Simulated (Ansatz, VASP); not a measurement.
**Two plane-wave programs on BN**

```
CELL_PARAMETERS angstrom
2.49824 0.00000 0.00000
-1.24912 2.16354 0.00000
0.00000 0.00000 6.63570
ATOMIC_POSITIONS crystal
B 0.33333 0.66667 0.25000
B 0.66667 0.33333 0.75000
N 0.33333 0.66667 0.75000
N 0.66667 0.33333 0.25000
```

Alike in both runs: task single point; functional PBE; k mesh 9 × 9 × 3; no spin polarisation.

|  | VASP | Ansatz |
| --- | --- | --- |
| version | VASP 6.6.1 | Ansatz 0.2.0 |
| potentials or method | VASP PAW PBE potentials, release 64 (B, N) | plane waves, PAW |
| plane-wave cutoff (eV) | 520 | 558 |
| occupations | gaussian, width 0.01 eV | fixed |
| valence electrons in the cell | 16 | 16 |

|  | VASP | Ansatz | Ansatz less VASP |
| --- | --- | --- | --- |
| gap on the k mesh at the Fermi level (eV) | 4.43 | 4.43 | +0.006 |

Caveats: an odd mesh through Γ misses points on the zone boundary, where band edges often lie.
